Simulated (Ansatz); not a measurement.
A run of Ansatz 0.2.0 is set up as follows.

File input.yaml:

```yaml
crystal:
  lattice:
    - [0.0, 2.3, 2.3]
    - [2.3, 0.0, 2.3]
    - [2.3, 2.3, 0.0]
  atoms:
    - { symbol: Zr, position: [0.5, 0.5, 0.5] }
    - { symbol: "N", position: [0.0, 0.0, 0.0] }
hamiltonian:
  xc: r2scan
  pseudopotentials: { kind: paw, core: large }
  dispersion: d4
kpoints:
  mp_grid: { grid: [10, 10, 10] }
scf:
  occupations: { method: methfessel_paxton, width: 0.1 }
output:
  forces: true
  stress: true
  eigenvalues: true
```

Potentials or basis: Ansatz PAW.

Launch:

```bash
$ ansatz run input.yaml --threads 1 --pin off --max-ram 2560MiB --backend cpu --events-out ev --progress --plain --runs-dir out
```

Task: What does it give for the band gap on the k mesh?

Result: None (metal or under the smearing width).

Task: What does it give for the pressure?

Result: -3.9 GPa.

Caveat: pairwise dispersion overbinds metals, which lowers pressure and volume; the PAW data sets come from PBE, with cores solved anew for the run's functional, which leaves a small shift of forces and pressure.
